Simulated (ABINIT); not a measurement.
WS2 (Tungstenite):

```
CELL_PARAMETERS angstrom
3.18000 0.00000 0.00000
-1.59000 2.75396 0.00000
0.00000 0.00000 12.50000
ATOMIC_POSITIONS crystal
W 0.66667 0.33333 0.75000
W 0.33333 0.66667 0.25000
S 0.66667 0.33333 0.37500
S 0.33333 0.66667 0.87500
S 0.66667 0.33333 0.12500
S 0.33333 0.66667 0.62500
```

```yaml
Program: ABINIT 10.8.3 (patched build)
Task: relaxation of cell and atoms
Functional: PBEsol
Potentials_or_basis: JTH PAW PBE v2.0
Cutoff: 544 eV
k_mesh: 5 × 5 × 2
Occupations: fermi-dirac, width 0.05 eV
Spin: no spin polarisation
```

At the start: pressure -2.3 GPa; volume 18.24 Å³/atom.

Question: Where does the relaxation end?

Answer: Over 13 steps the energy falls by 3.5 meV/atom and the volume is 18.19 Å³/atom (-0.3 %); space group P6_3/mmc (No. 194, to 0.05 Å).

The path:
```
step  energy change (eV)  largest force (eV/Å)  pressure (GPa)  volume (Å³)
   1              0.0000                0.1145           -2.31       109.47
   2             -0.0110                0.0043           -1.09       108.70
   3             -0.0185                0.0255            0.07       107.14
   4             -0.0182                0.0831            0.58       107.32
   5             -0.0187                0.0151            0.03       107.27
   6             -0.0187                0.0099            0.05       107.30
   7             -0.0190                0.0272            0.21       107.48
   8             -0.0191                0.0369            0.25       107.57
   9             -0.0195                0.0630            0.34       108.07
  10             -0.0200                0.0865            0.40       108.88
  11             -0.0204                0.0225           -0.16       109.39
  12             -0.0207                0.0222           -0.05       109.19
  13             -0.0209                0.0003            0.00       109.13
```

Final structure:
```yaml
crystal:
  lattice:
    - [3.14943, 0.00000, 0.00000]
    - [-1.57471, 2.72748, 0.00000]
    - [0.00000, 0.00000, 12.70478]
  atoms:
    - { symbol: W, position: [0.66667, 0.33333, 0.75000] }
    - { symbol: W, position: [0.33333, 0.66667, 0.25000] }
    - { symbol: S, position: [0.66667, 0.33333, 0.37345] }
    - { symbol: S, position: [0.33333, 0.66667, 0.87345] }
    - { symbol: S, position: [0.66667, 0.33333, 0.12655] }
    - { symbol: S, position: [0.33333, 0.66667, 0.62655] }
```

Caveat: the k mesh is coarse (spacing up to 0.46 Å⁻¹), so the values aren't converged; the PAW data sets were made with another functional, which shifts forces and pressure a little; this functional lacks dispersion, which binds the layers, so the pressure and a relaxed spacing across them are unreliable.
